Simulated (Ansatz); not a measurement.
Strain response of BaTiO3

Theory: Ansatz, DFT r2SCAN, scalar-relativistic, plane waves, PAW. Settings: 500 eV cutoff, 8×8×8 k-mesh, Gaussian smearing of 0.02 eV, no spin polarisation.

The relaxed crystal:

```xyz
5
Lattice="3.9940 0.0000 0.0000 0.0000 3.9940 0.0000 0.0000 0.0000 3.9940" Properties=species:S:1:pos:R:3 pbc="T T T"
Ba    1.9970    1.9970    1.9970
Ti    0.0000    0.0000    0.0000
O     1.9970    0.0000    0.0000
O     0.0000    1.9970    0.0000
O     0.0000    0.0000    1.9970
```

Deformation: c alone is stretched, the rest of the cell is held and the atoms relax, all within the symmetry that the strain leaves. Energies are extrapolated to zero smearing. Gaps are generalised Kohn–Sham gaps over the whole zone.

Spin-orbit coupling is left out, which matters for the bands and energies of heavy elements.

```tsv
strain (%)	ΔE (meV/atom)	a (Å)	b (Å)	c (Å)	gap (eV)
-3.0	12.5	3.994	3.994	3.874	2.18
-2.0	5.4	3.994	3.994	3.914	2.18
-1.0	1.3	3.994	3.994	3.954	2.18
+0.0	0.0	3.994	3.994	3.994	2.17
+1.0	1.2	3.994	3.994	4.034	2.13
+2.0	4.7	3.994	3.994	4.074	2.08
+3.0	10.2	3.994	3.994	4.114	2.04
```

Problem. What stiffness (1/V) d²E/dε² at zero strain does a cubic fit over all points give?

Solution. A cubic fit gives (1/V) d²E/dε² = 317 GPa at zero strain (the elastic constant along c at held a and b).

Problem. How fast does the gap move with strain on either side?

Solution. -4 meV per percent on the compressed side and -46 meV per percent on the stretched side; it is indirect at -1.0 %, indirect at zero and indirect at +1.0 %.

Symmetry holds off the tilts and polar distortions that many cubic perovskites undergo.